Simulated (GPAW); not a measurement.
CsPbCl3:

```
Pb Cs Cl
1.0
     5.60500    0.00000    0.00000
     0.00000    5.60500    0.00000
     0.00000    0.00000    5.60500
Pb Cs Cl
1 1 3
Direct
  0.50000 0.50000 0.50000
  0.00000 0.00000 0.00000
  0.50000 0.00000 0.50000
  0.00000 0.50000 0.50000
  0.50000 0.50000 0.00000
```

Base run:

| Item | Value |
| --- | --- |
| Program | GPAW 26.7.0 |
| Functional | LDA |
| Potentials or basis | the program's PAW data sets (release 1.2.1) made for this functional |
| Cutoff | 600 eV |
| Basis | pw |
| k mesh | 5 × 5 × 5 |
| Occupations | fermi-dirac, width 0.05 eV |
| Spin | no spin polarisation |

Its results: band gap on the k mesh 2.76 eV, direct; pressure -1.4 GPa.

Q: The run is repeated on the same cell with these changes: functional from LDA to RPBE. What comes out?

A: Band gap on the k mesh 3.00 eV, direct; pressure 3.1 GPa.

RPBE binds less tightly than LDA, so the same cell stands under more pressure.

Caveats: spin-orbit coupling is left out, which as a rule narrows the gap of such compounds by several tenths of an eV; an odd mesh through Γ misses points on the zone boundary, where band edges often lie.
